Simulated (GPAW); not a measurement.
The system is Si2W.

```xyz
3
Lattice="-1.6069 1.6069 3.9150 1.6069 -1.6069 3.9150 1.6069 1.6069 -3.9150" Properties=species:S:1:pos:R:3 pbc="T T T"
W     0.0000    0.0000    0.0000
Si    0.0000    0.0000    5.2092
Si    0.0000    0.0000    2.6207
```

Base run:

| Quantity | Value |
| --- | --- |
| Program | GPAW 26.7.0 |
| Functional | PBEsol |
| Potentials or basis | PAW data sets generated in the run's folder for this functional |
| Cutoff | 600 eV |
| Basis | pw |
| k mesh | 8 × 8 × 8 |
| Occupations | fermi-dirac, width 0.05 eV |
| Spin | no spin polarisation |

Its results: pressure -1.3 GPa; largest force 0.015 eV/Å.

Question: The run is repeated on the same cell with these changes: functional from PBEsol to LDA; potentials or basis from PAW data sets generated in the run's folder for this functional to the program's PAW data sets (release 1.2.1) made for this functional. What comes out?

Answer: Pressure -5.3 GPa; largest force 0.092 eV/Å.
